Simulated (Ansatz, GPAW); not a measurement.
# Geometry or basis: what sets the conductance of a Ag chain with one Mg atom in line, part 4 of 4

How well does a Ag chain with one Mg atom in line conduct once its atoms have relaxed, and how much do cheaper levels lose?

GPAW 26.7.0 and Ansatz 0.2.0; Ansatz plane waves; relaxation of the junction with the lead ends held; PAW set soft_1 (the session's first sound run).

So far, transmission at the Fermi level (one spin): step 3 (plane-wave reference (PBE)) 0.975; step 4 (double-zeta polarised basis, PBE, GPAW) 0.974; step 5 (GPAW, szp: basis = "szp(dzp)", PBE, GPAW) 0.978; step 6 (GPAW, sz: basis = "sz(dzp)", PBE, GPAW) 0.978; step 7 (RPBE in the dzp basis: xc = "RPBE") 0.970. Also open channels of the lead at the Fermi level (one spin): step 3 1; step 4 1.

## Step 8: The structure as built: geometry = "as built"

Level of this step: GPAW LCAO, PAW setups; Landauer transmission from Green's functions with principal layers (ASE), zero bias (GPAW).

The dzp basis with PBE on the structure as first built shows what the relaxation was worth.

run.py reads:

```python
import json
import numpy as np
from ase import Atoms
from ase.transport.calculators import TransportCalculator
from gpaw import GPAW, FermiDirac
from gpaw.lcao.tools import get_lcao_hamiltonian
from scipy.linalg import eigh

# The junction with lead layers at both ends, along the third cell vector
device = Atoms(
    ['Ag', 'Ag', 'Ag', 'Ag', 'Ag', 'Ag', 'Ag', 'Mg', 'Ag', 'Ag', 'Ag', 'Ag', 'Ag', 'Ag', 'Ag'],
    positions=[
        [4.50000, 4.50000, 1.33000],
        [4.50000, 4.50000, 3.99000],
        [4.50000, 4.50000, 6.65000],
        [4.50000, 4.50000, 9.31000],
        [4.50000, 4.50000, 11.97000],
        [4.50000, 4.50000, 14.63000],
        [4.50000, 4.50000, 17.29000],
        [4.50000, 4.50000, 20.06420],
        [4.50000, 4.50000, 22.83840],
        [4.50000, 4.50000, 25.49840],
        [4.50000, 4.50000, 28.15840],
        [4.50000, 4.50000, 30.81840],
        [4.50000, 4.50000, 33.47840],
        [4.50000, 4.50000, 36.13840],
        [4.50000, 4.50000, 38.79840]],
    cell=[[9.0, 0.0, 0.0], [0.0, 9.0, 0.0], [0.0, 0.0, 40.1284]],
    pbc=True)

# One principal layer of the lead: the first 4 atoms of the device
lead = Atoms(
    ['Ag', 'Ag', 'Ag', 'Ag'],
    positions=[
        [4.50000, 4.50000, 1.33000],
        [4.50000, 4.50000, 3.99000],
        [4.50000, 4.50000, 6.65000],
        [4.50000, 4.50000, 9.31000]],
    cell=[[9.0, 0.0, 0.0], [0.0, 9.0, 0.0], [0.0, 0.0, 10.64]],
    pbc=True)

settings = dict(mode='lcao', basis='dzp', xc='PBE', h=0.2,
                occupations=FermiDirac(0.1), maxiter=250,
                mixer=dict(beta=0.1, nmaxold=8, weight=100.0),
                convergence=dict(density=0.0001))
energies = np.arange(-2, 2 + 1e-9, 0.025)
eta = 0.0001
n1, n2 = 1, 1
# k and -k transmit alike, so half of the mesh across the current serves
mesh = [(i, j) for i in range(n1) for j in range(n2) if (i, j) <= (-i % n1, -j % n2)]
weights = np.array([1 if (i, j) == (-i % n1, -j % n2) else 2 for i, j in mesh]) / (n1 * n2)


def ground_state(atoms, size, txt):
    atoms.calc = GPAW(kpts={'size': size, 'gamma': True}, symmetry={'tolerance': 1e-3}, txt=txt, **settings)
    atoms.get_potential_energy()
    return atoms.calc.get_fermi_level()


def blocks(atoms, fermi, points, nz, cells):
    """H - E_F S and S between cell 0 and the cells above it, at each point across the current."""
    kz = np.arange(nz) / nz
    calc = atoms.calc.fixed_density(kpts=[(*k, z) for k in points for z in kz], symmetry='off', txt=None)
    H, S = get_lcao_hamiltonian(calc)
    H = (H - fermi * S).reshape(len(H), len(points), nz, *S.shape[1:])
    S = S.reshape(H.shape[1:])
    phases = [np.exp(-2j * np.pi * kz * R) / nz for R in cells]
    return [(np.einsum('skzij,z->ksij', H, p), np.einsum('kzij,z->kij', S, p)) for p in phases]


def pair(a, b):
    return np.block([[a, b], [b.T.conj(), a]])


def count_channels(h, s, cells, nk=240):
    """Half the number of times that the lead's bands cross each energy, unfolded to its shortest repeat."""
    b = len(h) // cells
    bands = []
    for k in (np.arange(nk + 1) + 0.5) / nk:
        hk, sk = h[:b, :b].copy(), s[:b, :b].copy()
        for R in range(1, cells):
            phase, block = np.exp(2j * np.pi * k * R), slice(R * b, (R + 1) * b)
            hk += h[:b, block] * phase + (h[:b, block] * phase).T.conj()
            sk += s[:b, block] * phase + (s[:b, block] * phase).T.conj()
        w, u = eigh(sk)
        x = u[:, w > 1e-5] / w[w > 1e-5]**0.5  # drop near-dependent combinations
        bands.append(np.r_[eigh(x.T.conj() @ hk @ x, eigvals_only=True), [1e9] * (w <= 1e-5).sum()])
    below = np.array(bands)[:, :, None] < energies
    return (below[1:] != below[:-1]).sum((0, 1)) / 2


fermi_lead = ground_state(lead, (1, 1, 11), 'lead.txt')
fermi_device = ground_state(device, (1, 1, 2), 'device.txt')
T, channels, eigen, tail, misfit, shifts = [], [], [], 0.0, 0.0, []
for first in range(0, len(mesh), 493):
    points = [(i / n1, j / n2) for i, j in mesh[first:first + 493]]
    (H0k, S0k), (H1k, S1k), (H2k, _) = blocks(lead, fermi_lead, points, 5, range(3))
    [(Hk, Sk)] = blocks(device, fermi_device, points, 2, [0])
    tail = max(tail, abs(H2k).max())
    for H0, S0, H1, S1, H, S in zip(H0k, S0k, H1k, S1k, Hk, Sk):
        n = len(S0)
        # Shift the lead onto the potential of the device's first layer
        shift = ((H[:, 0, 0] - H0[:, 0, 0]) / S0[0, 0]).real.mean()
        shifts.append(shift)
        misfit = max(misfit, abs(H[:, :n, :n] - H0 - shift * S0).max())
        Tk, Ck, Ek = [], [], []
        for s in range(len(H)):
            t = s % len(H0)  # a lead without moments serves both spins
            h1, s1 = pair(H0[t] + shift * S0, H1[t] + shift * S1), pair(S0, S1)
            leads = dict(h1=h1, s1=s1, energies=energies, eta=eta, eta1=eta, eta2=eta)
            calc = TransportCalculator(h=H[s], s=S, eigenchannels=3, **leads)
            Tk.append(calc.get_transmission())
            Ek.append(np.sort(calc.eigenchannels_ne, axis=0)[::-1])
            Ck.append(count_channels(h1, s1, 8))
        T.append(Tk)
        channels.append(Ck)
        eigen.append(Ek)
T, channels = np.array(T), np.array(channels)
mean, open_channels = np.einsum('kse,k->se', T, weights), np.einsum('kse,k->se', channels, weights)

print(f'basis functions: device {len(S)}, principal layer {n}')
print(f'Fermi level: lead {fermi_lead:.4f} eV, device {fermi_device:.4f} eV; lead shifted by {np.mean(shifts):.4f} eV')
print(f'largest coupling past the next layer {tail:.2e} eV, largest misfit of the first layer {misfit:.3f} eV')
print('  E-E_F (eV)   ' + 'T (one spin)  channels')
for e, t, c in zip(energies, mean.T, open_channels.T):
    print(f'{e:10.3f}  ', *[f'{x:11.4e}' for x in t], *[f'{x:9.4f}' for x in c])

kT = 8.617333e-5 * 300
fine = np.linspace(energies[0], energies[-1], 4001)
both = np.exp(np.interp(fine, energies, np.log(np.maximum(mean.sum(0) * 2 / len(mean), 1e-30))))
fermi = lambda mu: 1 / (1 + np.exp(np.clip((fine - mu) / kT, -200, 200)))
slope = fermi(0) * (1 - fermi(0)) / kT
G = np.trapezoid(both * slope, fine) / 2
seebeck = -np.trapezoid(both * slope * fine, fine) / (2 * G * 300) * 1e6
print(f'conductance at 300 K: {G:.5g} G0 a cell; thermopower {seebeck:.4g} uV/K')
bias = [0.1, 0.2, 0.5, 1.0, 1.5, 2.0]
current = [38.74 * np.trapezoid(both * (fermi(V / 2) - fermi(-V / 2)), fine) for V in bias]
for V, I in zip(bias, current):
    print(f'current from the zero-bias T(E) at {V} V: {I:.5g} uA')
zero = abs(energies).argmin()
json.dump(dict(energies=energies.tolist(), T=mean.tolist(), channels=open_channels.tolist(), G=G, seebeck=seebeck,
               bias=bias, current=current, tail=tail, misfit=misfit, shift=np.mean(shifts), n_device=len(S), n_lead=n,
               fermi=[fermi_lead, fermi_device], energy=device.get_potential_energy(),
               moments=device.get_magnetic_moments().tolist(), mesh=mesh, weights=weights.tolist(),
               T_k=T[:, :, zero].tolist(), eigen=np.array(eigen[0]).tolist()), open('result.json', 'w'))
```

Started as:

```console
OMP_NUM_THREADS=1 OPENBLAS_NUM_THREADS=1 python run.py
```

Numbers of over 12 decimals in the logs are rounded to 6 here.

Log:

```text
basis functions: device 397, principal layer 108
Fermi level: lead -3.7843 eV, device -3.6394 eV; lead shifted by 0.0000 eV
largest coupling past the next layer 3.56e-05 eV, largest misfit of the first layer 0.021 eV
  E-E_F (eV)   T (one spin)  channels
    -2.000    7.7905e-02    3.0000
    -1.975    8.0211e-02    3.0000
    -1.950    8.3734e-02    3.0000
[...]
1.975    8.9934e-01    1.0000
     2.000    8.9715e-01    1.0000
conductance at 300 K: 0.99168 G0 a cell; thermopower 0.1416 uV/K
current from the zero-bias T(E) at 0.1 V: 7.6834 uA
current from the zero-bias T(E) at 0.2 V: 15.366 uA
current from the zero-bias T(E) at 0.5 V: 38.395 uA
current from the zero-bias T(E) at 1.0 V: 76.678 uA
current from the zero-bias T(E) at 1.5 V: 114.79 uA
current from the zero-bias T(E) at 2.0 V: 152.37 uA
```

Elapsed: 79 s, on 1 thread of AMD EPYC 9R14 (Zen 4), shared host; peak memory 1.5 GiB.

Numbers from this step:

```
conductance                                    : 0.9917 G₀
largest coupling past the next principal layer : 3.56e-5 eV
largest misfit of the first principal layer    : 0.02055 eV
shift that aligns the lead                     : 1.10e-5 eV
transmission at the Fermi level (one spin)     : 0.9918
```

The conductance, 0.992 G₀, lies 1.9 % above that of the dzp run.

## Step 9: Cost and result by level

Times are wall times on the hardware named with each run. The runs compared:

```
no.       run  conductance (G₀)  time  memory (GiB)
  1    pw PBE            0.9748  68 s           4.8
  2       dzp            0.9735  84 s           1.4
  3       szp            0.9776  47 s           1.4
  4        sz            0.9775  41 s           1.3
  5  dzp RPBE            0.9699  83 s           1.4
  6   asbuilt            0.9917  79 s           1.5
```

## Step 10: Comparison

The curves are compared point by point over the common energies.

This step: comparison of transmission and cost over codes, levels and geometry; PAW set soft_1 (GPAW 26.7.0).

Ladder, by row:

```
    step    code  T at the Fermi level (sum over the listed spins)  conductance (G0)  r.m.s. T(E) from the first  wall time (s)  peak memory (GiB)  threads
  pw-pbe  Ansatz                                             0.975            0.9748                           0          68.45              4.806        4
     dzp    GPAW                                            0.9738            0.9735                     0.08746           83.5               1.45        1
     szp    GPAW                                            0.9778            0.9776                      0.1029             47               1.39        1
      sz    GPAW                                            0.9777            0.9775                      0.1313          40.56               1.34        1
dzp-RPBE    GPAW                                            0.9702            0.9699                     0.04568          82.98               1.45        1
 asbuilt    GPAW                                            0.9918            0.9917                      0.1156          79.41               1.46        1
```

Table of transmission, zone mean, sum over the listed spins by energy, zero at the Fermi level:

```csv
energy (eV),pw-pbe,dzp,szp,sz,dzp-RPBE,asbuilt
-2.0000,0.00407,0.0320,0.0552,0.143,0.0232,0.0779
-1.8000,0.0156,0.706,0.964,0.949,0.0353,0.251
-1.7500,0,0.0164,0.0568,0.156,0.00220,0.974
-1.5000,0,1.4e-8,4.2e-8,5.1e-4,1.4e-8,1.3e-8
-1.2500,0,1.5e-8,4.4e-8,2.0e-12,1.5e-8,1.3e-8
-1.0000,0.925,0.925,0.944,0.903,0.934,0.987
-0.7500,0.964,0.970,0.975,0.967,0.969,0.996
-0.5000,0.974,0.976,0.980,0.978,0.974,0.997
-0.2500,0.978,0.978,0.982,0.982,0.975,0.995
-0.2000,0.978,0.978,0.982,0.982,0.975,0.995
0.0000,0.975,0.974,0.978,0.978,0.970,0.992
0.2500,0.962,0.958,0.963,0.963,0.952,0.985
0.5000,0.945,0.936,0.943,0.942,0.929,0.976
0.7500,0.931,0.919,0.926,0.924,0.911,0.966
1.0000,0.921,0.907,0.914,0.910,0.898,0.956
1.2500,0.913,0.898,0.904,0.900,0.889,0.945
1.5000,0.907,0.891,0.896,0.893,0.883,0.932
1.7500,0.901,0.885,0.888,0.886,0.877,0.917
2.0000,0.893,0.877,0.879,0.878,0.869,0.897
```

## Step 11: Mixing 0.15

Mixing changes the road to self-consistency, not its end. The mixing history changes the road to self-consistency, not its end.

This step: GPAW LCAO, PAW setups; Landauer transmission from Green's functions with principal layers (ASE), zero bias (GPAW 26.7.0).

run.py: that of step 8 with these lines changed.

```diff
@@ -17,7 +17,7 @@
         [4.50000, 4.50000, 11.97000],
-        [4.50000, 4.50000, 14.63000],
-        [4.50000, 4.50000, 17.29000],
-        [4.50000, 4.50000, 20.06420],
-        [4.50000, 4.50000, 22.83840],
-        [4.50000, 4.50000, 25.49840],
+        [4.44634, 4.46346, 14.67468],
+        [4.49305, 4.51781, 17.40963],
+        [4.49498, 4.51379, 20.06387],
+        [4.53677, 4.51799, 22.71779],
+        [4.47349, 4.50492, 25.45266],
         [4.50000, 4.50000, 28.15840],
@@ -43,3 +43,3 @@
                 occupations=FermiDirac(0.1), maxiter=250,
-                mixer=dict(beta=0.1, nmaxold=8, weight=100.0),
+                mixer=dict(beta=0.15, nmaxold=5, weight=100.0),
                 convergence=dict(density=0.0001))
```

Log:

```text
basis functions: device 397, principal layer 108
Fermi level: lead -3.7843 eV, device -3.6355 eV; lead shifted by -0.0014 eV
largest coupling past the next layer 3.56e-05 eV, largest misfit of the first layer 0.026 eV
  E-E_F (eV)   T (one spin)  channels
    -2.000    3.1922e-02    3.0000
    -1.975    3.2942e-02    3.0000
    -1.950    3.5162e-02    3.0000
    -1.925    3.9417e-02    3.0000
    -1.900    4.7648e-02    3.0000
    -1.875    6.5342e-02    3.0000
    -1.850    1.1402e-01    3.0000
    -1.825    3.4822e-01    3.0000
    -1.800    6.7746e-01    3.0000
    -1.775    6.9544e-02    1.0000
    -1.750    1.5576e-02    1.0000
    -1.725    4.9139e-03    1.0000
    -1.700    1.7844e-03    1.0000
    -1.675    6.7900e-04    1.0000
    -1.650    2.4965e-04    1.0000
    -1.625    7.3670e-05    1.0000
[...]
1.825    8.8315e-01    1.0000
     1.850    8.8241e-01    1.0000
     1.875    8.8164e-01    1.0000
     1.900    8.8083e-01    1.0000
     1.925    8.7998e-01    1.0000
     1.950    8.7909e-01    1.0000
     1.975    8.7816e-01    1.0000
     2.000    8.7718e-01    1.0000
conductance at 300 K: 0.97358 G0 a cell; thermopower 0.3186 uV/K
current from the zero-bias T(E) at 0.1 V: 7.5426 uA
current from the zero-bias T(E) at 0.2 V: 15.081 uA
current from the zero-bias T(E) at 0.5 V: 37.639 uA
current from the zero-bias T(E) at 1.0 V: 74.913 uA
current from the zero-bias T(E) at 1.5 V: 111.75 uA
current from the zero-bias T(E) at 2.0 V: 147.66 uA
```

Wall time 87 s (1 thread); peak memory 1.4 GiB.

Numbers from this step:

```
conductance                                 : 0.9736 G₀
largest misfit of the first principal layer : 0.02573 eV
shift that aligns the lead                  : -0.001364 eV
transmission at the Fermi level (one spin)  : 0.9738
```

One spin. Table of transmission, zone mean by energy, zero at the Fermi level:

```
energy (eV)  transmission, zone mean
     -2.000                   0.0319
     -1.900                   0.0476
     -1.800                    0.677
     -1.700                  0.00178
     -1.600                   1.3e-8
     -1.500                   1.3e-8
     -1.400                   1.4e-8
     -1.300                   1.4e-8
     -1.200                   1.4e-8
     -1.100                   8.0e-7
     -1.000                    0.926
     -0.900                    0.960
     -0.800                    0.967
     -0.700                    0.973
     -0.600                    0.975
     -0.500                    0.976
     -0.400                    0.977
     -0.300                    0.978
     -0.225                    0.978
     -0.200                    0.978
     -0.100                    0.977
      0.000                    0.974
      0.100                    0.969
      0.200                    0.962
      0.300                    0.953
      0.400                    0.945
      0.500                    0.936
      0.600                    0.929
      0.700                    0.922
      0.800                    0.916
      0.900                    0.911
      1.000                    0.907
      1.100                    0.903
      1.200                    0.900
      1.300                    0.897
      1.400                    0.894
      1.500                    0.891
      1.600                    0.889
      1.700                    0.886
      1.800                    0.884
      1.900                    0.881
      2.000                    0.877
```

Crossings of the lead's bands, unfolded to its shortest repeat. The open channels, zone mean by energy, zero at the Fermi level:

| energy (eV) | open channels, zone mean |
| --- | --- |
| -2.000 | 3 |
| -1.900 | 3 |
| -1.800 | 3 |
| -1.700 | 1 |
| -1.600 | 0 |
| -1.500 | 0 |
| -1.400 | 0 |
| -1.300 | 0 |
| -1.200 | 0 |
| -1.100 | 0 |
| -1.000 | 1 |
| -0.900 | 1 |
| -0.800 | 1 |
| -0.700 | 1 |
| -0.600 | 1 |
| -0.500 | 1 |
| -0.400 | 1 |
| -0.300 | 1 |
| -0.200 | 1 |
| -0.100 | 1 |
| 0.000 | 1 |
| 0.100 | 1 |
| 0.200 | 1 |
| 0.300 | 1 |
| 0.400 | 1 |
| 0.500 | 1 |
| 0.600 | 1 |
| 0.700 | 1 |
| 0.800 | 1 |
| 0.900 | 1 |
| 1.000 | 1 |
| 1.100 | 1 |
| 1.200 | 1 |
| 1.300 | 1 |
| 1.400 | 1 |
| 1.500 | 1 |
| 1.600 | 1 |
| 1.700 | 1 |
| 1.800 | 1 |
| 1.900 | 1 |
| 2.000 | 1 |

Not self-consistent under bias; the bias window is split evenly. Table of current through one cell, from the zero-bias transmission by bias:

```csv
bias (V),"current through one cell, from the zero-bias transmission (μA)"
0.100,7.54
0.200,15.1
0.500,37.6
1.000,74.9
1.500,112
2.000,148
```

Transmission of the three most open eigenchannels against energy, zero at the Fermi level:

```
energy (eV)  channel 1  channel 2  channel 3
     -2.000     0.0311     4.1e-4     4.0e-4
     -1.900     0.0473     1.6e-4     1.6e-4
     -1.800      0.677     2.5e-5     2.5e-5
     -1.700    0.00178     1.2e-8          0
     -1.600     1.3e-8    6.2e-10          0
     -1.500     1.3e-8          0          0
     -1.400     1.4e-8          0          0
     -1.300     1.4e-8          0          0
     -1.200     1.4e-8          0          0
     -1.100     8.0e-7     1.1e-9    2.4e-10
     -1.000      0.926    3.0e-10    7.8e-11
     -0.900      0.960     7.3e-9          0
     -0.800      0.967     9.3e-9          0
     -0.700      0.973     1.0e-8          0
     -0.600      0.975     1.0e-8          0
     -0.500      0.976     1.1e-8          0
     -0.400      0.977     1.1e-8          0
     -0.300      0.978     1.1e-8          0
     -0.200      0.978     1.1e-8          0
     -0.100      0.977     1.1e-8          0
      0.000      0.974     1.1e-8          0
      0.100      0.969     1.1e-8          0
      0.200      0.962     1.1e-8          0
      0.300      0.953     1.1e-8          0
      0.400      0.945     1.1e-8          0
      0.500      0.936     1.1e-8          0
      0.600      0.929     1.1e-8          0
      0.700      0.922     1.1e-8          0
      0.800      0.916     1.1e-8          0
      0.900      0.911     1.1e-8          0
      1.000      0.907     1.1e-8          0
      1.100      0.903     1.1e-8          0
      1.200      0.900     1.1e-8          0
      1.300      0.897     1.0e-8          0
      1.400      0.894     1.0e-8          0
      1.500      0.891     1.0e-8          0
      1.600      0.889     1.0e-8          0
      1.700      0.886     9.8e-9          0
      1.800      0.884     9.7e-9          0
      1.900      0.881     9.5e-9          0
      2.000      0.877     9.3e-9          0
```

The conductance equals that of the dzp run to 0.2 %.

## Step 12: Results

```yaml
conductance: 0.974 G₀
transmission_at_the_fermi_level_mean_of_the_spins: 0.974
thermopower: about 0 (under 1.5 μV/K)
open_channels_of_the_lead_there: 1
```

In the dzp basis the junction conducts 0.974 G₀ at 300 K, with T = 0.974 a spin at the Fermi level; the sz basis reaches that conductance within 10 %. Relaxation moved atoms by up to 0.13 Å and took the conductance from 0.992 to 0.974 G₀, as a ratio a larger change than the step from dzp to the minimal basis. Plane waves (PBE) give T = 0.975 there. The junction passes nearly all that the lead offers at the Fermi level. At the Fermi level one eigenchannel carries the current (0.97). Measured against the first run (pw-pbe), the nearest curve is that of dzp-RPBE (r.m.s. 0.046) and the farthest that of sz (0.13). Over the compared runs wall time goes from 41 s (sz) to 84 s (dzp), on a shared host; the plane-wave run used 4 threads and the orbital runs 1. The leads kept an estimated spacing and the cell its length, so the junction may be under some tension or compression. An evenly spaced straight chain is an idealisation: free chains tend to dimerise, zigzag or, where a band edge lies near the Fermi level, turn magnetic. The currents use the zero-bias T(E) throughout, which holds only while the bias is small against the distance to the nearest feature.

[Logs are printed without paths, hosts, clocks, repeated set-up lines and the standing remarks that a program may print on its own settings, such as how far it seeks lower states.]

[Hosts, paths, dates, database ids (printed as entryN), source tags and the programs' standing remarks are cut or masked in the printed files.]
